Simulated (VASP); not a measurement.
A calculation with VASP 6.6.1 of TaN (ASE script, structure from a CIF):

run.py

```python
from ase.calculators.vasp import Vasp
from ase.dft.bandgap import bandgap
from ase.io import read

atoms = read('TaN.cif', primitive_cell=True, subtrans_included=False)
calc = Vasp(
    directory='calc',
    xc='rpbe',
    pp='PBE',
    setups='gw',
    prec='Accurate',
    encut=550,
    ediff=1e-06,
    ismear=0,
    sigma=0.02,
    lreal=False,
    lasph=True,
    nelm=60,
    algo='Normal',
    isif=2,
    lwave=False,
    lcharg=True,
    lelf=True,
    lvhar=True,
    kpts=[10, 10, 9],
    gamma=True,
)
atoms.calc = calc

print('energy (eV):', atoms.get_potential_energy())
print('free energy (eV):', atoms.get_potential_energy(force_consistent=True))
print('forces (eV/A):')
print(atoms.get_forces())
print('stress (eV/A^3, Voigt):', atoms.get_stress())
print('Fermi level (eV):', calc.get_fermi_level())
gap, top, bottom = bandgap(calc)
print('band gap (eV):', gap, 'from (spin, k, band)', top, 'to', bottom)
```

The input TaN.cif:

```cif
data_TaN
_cell_length_a 2.93800000
_cell_length_b 2.93800000
_cell_length_c 2.88300000
_cell_angle_alpha 90.00000000
_cell_angle_beta 90.00000000
_cell_angle_gamma 120.00000000
_space_group_name_H-M_alt 'P-6m2'
_space_group_name_Hall 'P -6 2'
_space_group_IT_number 187
loop_
_space_group_symop_operation_xyz
'x,y,z'
'-x+y,-x,-z'
'-y,x-y,z'
'x,y,-z'
'-x+y,-x,z'
'-y,x-y,-z'
'-y,-x,-z'
'x,x-y,z'
'-x+y,y,-z'
'-y,-x,z'
'x,x-y,-z'
'-x+y,y,z'
loop_
_atom_site_label
_atom_site_type_symbol
_atom_site_symmetry_multiplicity
_atom_site_Wyckoff_symbol
_atom_site_fract_x
_atom_site_fract_y
_atom_site_fract_z
_atom_site_occupancy
Ta1 Ta 1 b 0.0000000000 0.0000000000 0.5000000000 1
N1 N 1 e 0.6666666667 0.3333333333 0.0000000000 1
```

Potentials or basis: VASP PAW PBE potentials, release 64 (Ta_sv_GW, N_GW).

Command:

```bash
$ python run.py
```

**Question.** Write the same calculation in another form: native input, structure from a POSCAR.

**Answer.** As run:

INCAR

```
SYSTEM = TaN
  ALGO = Normal
  EDIFF = 1E-6
  ENCUT = 550
  GGA = RP
  ISIF = 2
  ISMEAR = 0
  LASPH = .TRUE.
  LCHARG = .TRUE.
  LELF = .TRUE.
  LREAL = .FALSE.
  LVHAR = .TRUE.
  LWAVE = .FALSE.
  NBANDS = 16
  NELM = 60
  PREC = Accurate
  SIGMA = 0.02
```

File KPOINTS:

```
k-points
0
G
  10 10 9
  0 0 0
```

File POSCAR:

```
TaN
1.0
    2.9380000000      0.0000000000      0.0000000000
   -1.4690000000      2.5443826363      0.0000000000
    0.0000000000      0.0000000000      2.8830000000
Ta N
1 1
Cartesian
    0.0000000000      0.0000000000      1.4415000000
    1.4690000001      0.8481275453      0.0000000000
```

Potentials or basis: VASP PAW PBE potentials, release 64 (Ta_sv_GW, N_GW).

Run with:

```sh
$ cat potpaw_PBE.64/Ta_sv_GW/POTCAR potpaw_PBE.64/N_GW/POTCAR > POTCAR
$ mpirun -np 1 vasp_std > vasp.out
```

Both were run:

|  | ASE script, structure from a CIF | native input, structure from a POSCAR |
| --- | --- | --- |
| Pressure | 9.3 GPa | 9.3 GPa |
| Band gap on the k mesh | none (metal or under the smearing width) | none (metal or under the smearing width) |

Keys that steer only the numerical path or the files written may differ.

Caveat: the PAW data sets were made with another functional, which shifts forces and pressure a little.
